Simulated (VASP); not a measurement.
# How biaxial strain in the (111) plane changes InAs (F-43m), part 2 of 2

How do the elastic response and the band edges of InAs follow biaxial strain in the (111) plane?

VASP 6.6.1, plane waves and PAW; the level of theory is named at each step.

So far. Step 5 (Band edges, PBEsol): The run ends at a pressure of 0.41 GPa, with forces up to 0.0015 eV/Å.

## 6. The table

LASPH is off in runs at PBEsol and on in runs at HSE06.

Hybrid runs start from orbitals of a short PBEsol run, not shown.

The other members went through these steps as far as the tables show, with the same cutoff and, step by step, the same mesh; 38 runs are not shown. The session took 1.2 core hours (wall time by ranks) on a shared machine.

```
in-plane strain (%)  strain along the normal (%)  in-plane stress, tension positive (GPa)  energy above the unstrained row (meV/atom)
             -2.000                        1.284                                   -2.449                                       8.440
             -1.000                        0.643                                   -1.181                                       2.065
             -0.500                        0.328                                   -0.577                                       0.512
                  0                        0.000                                   -0.006                                       0.000
              0.500                       -0.328                                    0.541                                       0.452
              1.000                       -0.629                                    1.092                                       1.883
              2.000                       -1.214                                    2.139                                       7.622
```

Slopes at zero strain, from cubics through all rows: strain ratio -0.645, stress over strain 113 GPa.

Band edges at HSE06, counted from the valence-band top at Γ, with one row partly withheld:

```
in-plane strain (%)  gap (eV)  conduction band at Γ (eV)  Δ or X valley along z (eV)  Δ or X valley along x (eV)  lowest conduction level at L, [111] (eV)  lowest conduction level at L, [-111] (eV)  second valence level below the top (eV)  third valence level below the top (eV)
             -2.000     0.522                      0.522                       2.003                       2.003                                     1.929                                      1.521                                    0.000                                   0.262
             -1.000     0.503                      0.503                       2.107                       2.107                                         ?                                      1.584                                    0.000                                   0.124
             -0.500     0.486                      0.486                       2.148                       2.148                                     1.711                                      1.611                                    0.000                                   0.061
                  0     0.467                      0.467                       2.181                       2.181                                     1.638                                      1.638                                    0.000                                   0.000
              0.500     0.389                      0.389                       2.150                       2.150                                     1.508                                      1.606                                    0.057                                   0.057
              1.000     0.317                      0.319                       2.121                       2.121                                     1.393                                      1.581                                    0.102                                   0.102
              2.000     0.200                      0.238                       2.086                       2.086                                     1.208                                      1.563                                    0.147                                   0.147
```

Conduction masses, in electron masses:

```
in-plane strain (%)  conduction mass at Γ, along the strain axis or the normal of the plane  conduction mass at Γ, across the strain axis or in the plane  L [111] mass, longitudinal  L [111] mass, transverse along [1-10]
             -2.000                                                                   0.038                                                         0.035                       2.156                                  0.120
             -1.000                                                                   0.034                                                         0.032                       2.033                                  0.119
             -0.500                                                                   0.032                                                         0.031                       1.967                                  0.118
                  0                                                                   0.029                                                         0.029                       1.906                                  0.117
              0.500                                                                   0.027                                                         0.028                       1.863                                  0.116
              1.000                                                                   0.025                                                         0.027                       1.789                                  0.115
              2.000                                                                   0.022                                                         0.030                       1.668                                  0.113
```

## 7. A fit to the known rows

The quantity to fit is the splitting of the lowest conduction levels at the L points ([111] less [-111]) at HSE06: 0.408, 0.100, 0.000, -0.098, -0.188, -0.355 eV in the rows shown.

A least-squares parabola through the 6 rows shown, with d the strain along the axis less the strain across it, in %: E = 0.002176 d² + 0.1176 d − 7.09e-4 (eV), r.m.s. residual 0.0012 eV.

For the withheld row, d = 1.643, the fit gives 0.1983 eV.

## 8. Checking the prediction

The calculation gives 0.1998 eV, so the prediction is 0.0015 eV too low, within twice the residual of the fit.

The splitting is Ξu times 8/9 of d, with d as a fraction, so the linear term gives Ξu = 13.2 eV.

## 9. Summary of results

* ratio of normal to in-plane strain: -0.645
* biaxial modulus: 113 GPa
* gap of the unstrained cell, HSE06: 0.47 eV
* shear deformation potential Ξu of the lowest conduction levels at L: 13.2 eV
* error of the predicted row: -1.5 meV

**Reading.** As a check, the curvature of the energy gives 112 GPa for the same modulus (energy per volume = M × strain²), 1 % from the slope of the stress. At HSE06 the lowest conduction valley is Γ throughout, and the gap runs between 0.20 and 0.52 eV. At PBEsol the gap falls under 0.05 eV in some or all rows, where bands may have changed order, so that level, though run, gets no table. The gap at PBEsol is under 0.05 eV in some or all rows and is left out; the elastic columns come from such cells and can be uneven. Hole masses are left out throughout, since the top bands are degenerate or cross in many series; of conduction masses, those of the Γ, L and (for Si and Ge under (001) strain) Δ valleys are kept where they change by under an eighth between rows. HSE06 ran on a coarser mesh than the semilocal levels. Spin-orbit coupling is left out at HSE06, so the valence splittings there lack it. Δ or X levels are the lowest on their line, refined by a parabola unless they lie at X; the gap is read from all points sampled and can differ from the lowest valley by some meV, or by tens of meV where strain moves the valence top off Γ. Temperature, zero-point motion and excitons are left out.

[Lines on the potential files, build, host, timing and source positions are cut from VASP's logs without a mark.]

[Logs are printed without paths, hosts, clocks, repeated set-up lines and the standing remarks that a program may print on its own settings, such as how far it seeks lower states.]

[Hosts, paths, dates, database ids (printed as entryN), source tags and the programs' standing remarks are cut or masked in the printed files.]

[In band tables of VASP the shares of atoms and orbitals are scaled to a sum of 1 inside the atoms' spheres.]
